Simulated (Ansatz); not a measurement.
# C5H8O2 (methyl methacrylate) at CAM-B3LYP/6-31G(d) (spherical functions)

Aim: the vertical singlet–triplet gap of C5H8O2 (methyl methacrylate) at CAM-B3LYP/6-31G* (spherical functions), from 2 runs. 

Program for the calculation: Ansatz 0.2.0.

43 further runs of the same task are left out: 43 set aside as unsound or not needed.

### 1 The molecule

C5H8O2: 15 atoms, total charge 0, spin state singlet. SMILES: `C=C(C)C(=O)OC`. Geometry: relaxed at PBE0-D4/def2-TZVP. This is one conformer, not always the lowest.

Bond lengths: C1–C2 1.330 Å, C2–C3 1.494 Å, C2–C4 1.491 Å, C4–O5 1.204 Å, C4–O6 1.341 Å, O6–C7 1.422 Å, C1–H8 1.084 Å, C1–H9 1.083 Å, C3–H10 1.093 Å, C3–H11 1.093 Å, C3–H12 1.090 Å, C7–H13 1.091 Å, C7–H14 1.088 Å, C7–H15 1.091 Å. Some angles: C1–C2–C3 124.0°, C1–C2–C4 116.9°, C3–C2–C4 119.0°, C2–C4–O5 125.6°, C2–C4–O6 111.4°, O5–C4–O6 123.0°, C4–O6–C7 115.1°, C2–C1–H8 121.3°, C2–C1–H9 120.3°, C2–C3–H10 111.1°.

### 2 The energy at CAM-B3LYP/6-31G(d) (spherical functions)

Input file molecule.yaml:

```yaml
crystal:
  periodic: [false, false, false]
  atoms:
    - {symbol: C, position_ang: [-2.115470, 0.766080, 0.491160]}
    - {symbol: C, position_ang: [-0.980280, 0.074110, 0.472930]}
    - {symbol: C, position_ang: [-0.703860, -1.102000, 1.351370]}
    - {symbol: C, position_ang: [0.066050, 0.518890, -0.491900]}
    - {symbol: O, position_ang: [-0.031390, 1.446280, -1.252800]}
    - {symbol: O, position_ang: [1.161360, -0.251450, -0.416360]}
    - {symbol: C, position_ang: [2.212190, 0.104920, -1.305790]}
    - {symbol: H, position_ang: [-2.923090, 0.503830, 1.164690]}
    - {symbol: H, position_ang: [-2.251020, 1.610120, -0.173900]}
    - {symbol: H, position_ang: [-0.492270, -1.995320, 0.759000]}
    - {symbol: H, position_ang: [0.174660, -0.928530, 1.977370]}
    - {symbol: H, position_ang: [-1.558440, -1.305430, 1.997330]}
    - {symbol: H, position_ang: [1.876680, 0.039980, -2.341850]}
    - {symbol: H, position_ang: [3.014700, -0.605400, -1.119350]}
    - {symbol: H, position_ang: [2.550210, 1.123900, -1.111900]}
basis:
  gaussian:
    orbitals: 6-31G_st_-spherical.json
output:
  orbitals: {seedname: orbitals}
hamiltonian:
  xc: {name: CAM-B3LYP}
accuracy: high
```

The basis set 6-31G* is read from a file made from the Basis Set Exchange's data (not shown).

On the command line:

```sh
ansatz run molecule.yaml --threads 1 --pin off --max-ram 3480MiB --events-out events.jsonl --progress --plain --runs-dir runs
```

Standard output:

```text
Warning: RAYON_NUM_THREADS=1 ignored (pool sized by the plan → 1); use --threads N
Functional definition: CAM-B3LYP
  name "CAM-B3LYP"
  parameter alpha = 0.19
  parameter beta = 0.46
  parameter omega = 0.33/bohr
  parameter ac = 0.81
  exchange = (1 - alpha - beta)*b88_x + beta*b88_x_sr(omega) + alpha*exact_x + beta*exact_x_lr(omega)
  correlation = (1 - ac)*vwn5_c + ac*lyp_c
2852 factors; integrals over basis functions are off by at most 1.0e-8 eV
525 factors; integrals over basis functions are off by at most 2.5e-9 eV
mean field evaluation 1: about -9397.9408 eV, gradient 5.7e1 eV
mean field evaluation 2: about -9396.5526 eV, gradient 6.7e1 eV
mean field evaluation 4: about -9404.2298 eV, gradient 3.2e0 eV
mean field evaluation 8: about -9404.5942 eV, gradient 2.6e-1 eV
mean field evaluation 16: about -9404.5944 eV, gradient 1.9e-4 eV
mean field -9404.59440430 eV, -345.6124696950 hartree, gradient 9.1e-8 eV, S^2 0.000000; 0 other end points of the search recorded, 0 dependent functions left out
reference -9404.59442351 eV, -345.6124704010 hartree; 27, 27 occupied and 87, 87 virtual orbitals, 2852 factors
Total energy: -9404.59442351 eV, -345.6124704010 hartree
```

Run time: 18 s. Hardware: 1 thread of Arm Neoverse V1, shared host; peak memory 0.57 GiB.

### 3 The triplet

Input file job.yaml:

```yaml
crystal:
  periodic: [false, false, false]
  atoms:
    - {symbol: C, position_ang: [-2.115470, 0.766080, 0.491160]}
    - {symbol: C, position_ang: [-0.980280, 0.074110, 0.472930]}
    - {symbol: C, position_ang: [-0.703860, -1.102000, 1.351370]}
    - {symbol: C, position_ang: [0.066050, 0.518890, -0.491900]}
    - {symbol: O, position_ang: [-0.031390, 1.446280, -1.252800]}
    - {symbol: O, position_ang: [1.161360, -0.251450, -0.416360]}
    - {symbol: C, position_ang: [2.212190, 0.104920, -1.305790]}
    - {symbol: H, position_ang: [-2.923090, 0.503830, 1.164690]}
    - {symbol: H, position_ang: [-2.251020, 1.610120, -0.173900]}
    - {symbol: H, position_ang: [-0.492270, -1.995320, 0.759000]}
    - {symbol: H, position_ang: [0.174660, -0.928530, 1.977370]}
    - {symbol: H, position_ang: [-1.558440, -1.305430, 1.997330]}
    - {symbol: H, position_ang: [1.876680, 0.039980, -2.341850]}
    - {symbol: H, position_ang: [3.014700, -0.605400, -1.119350]}
    - {symbol: H, position_ang: [2.550210, 1.123900, -1.111900]}
basis:
  gaussian:
    orbitals: 6-31G_st_-spherical.json
hamiltonian:
  xc: {name: CAM-B3LYP}
accuracy: high
output:
  orbitals: {seedname: orbitals}
magnetization:
  spin_polarized: true
  initial_magnetization: 2
```

The basis set 6-31G* is read from a file made from the Basis Set Exchange's data (not shown).

On the command line:

```sh
ansatz run job.yaml --threads 1 --pin off --max-ram 3480MiB --events-out events.jsonl --progress --plain --runs-dir runs
```

Standard output, cut to the lines that bear on the results:

```text
Warning: RAYON_NUM_THREADS=1 ignored (pool sized by the plan → 1); use --threads N
[... 2 set-up lines as earlier in the session ...]
[...]
2854 factors; integrals over basis functions are off by at most 1.0e-8 eV
525 factors; integrals over basis functions are off by at most 2.5e-9 eV
[...]
mean field -9400.73295542 eV, -345.4705640662 hartree, gradient 7.7e-8 eV, S^2 2.009493; 2 other end points of the search recorded, 0 dependent functions left out
reference -9400.73297475 eV, -345.4705647764 hartree; 28, 26 occupied and 86, 88 virtual orbitals, 2854 factors
Total energy: -9400.73297475 eV, -345.4705647764 hartree
```

Wall time 41 s (1 thread of Arm Neoverse V1, shared host); peak memory 0.8 GiB.

### 4 What came out

At CAM-B3LYP/6-31G* (spherical functions):

| quantity | value |
| --- | --- |
| singlet: total energy | -345.61247 Eh |
| singlet: HOMO energy | -8.78 eV |
| singlet: LUMO energy | 0.51 eV |
| singlet: HOMO–LUMO gap | 9.29 eV |
| triplet: total energy | -345.47056 Eh |
| triplet: HOMO energy (highest over α and β) | -4.96 eV |
| triplet: LUMO energy (lowest over α and β) | -3.19 eV |
| triplet: ⟨S²⟩ | 2.009 |
| vertical energy of the triplet above the singlet | 3.861 eV |

In words: At this shape the triplet lies 3.86 eV (373 kJ/mol) above the singlet.
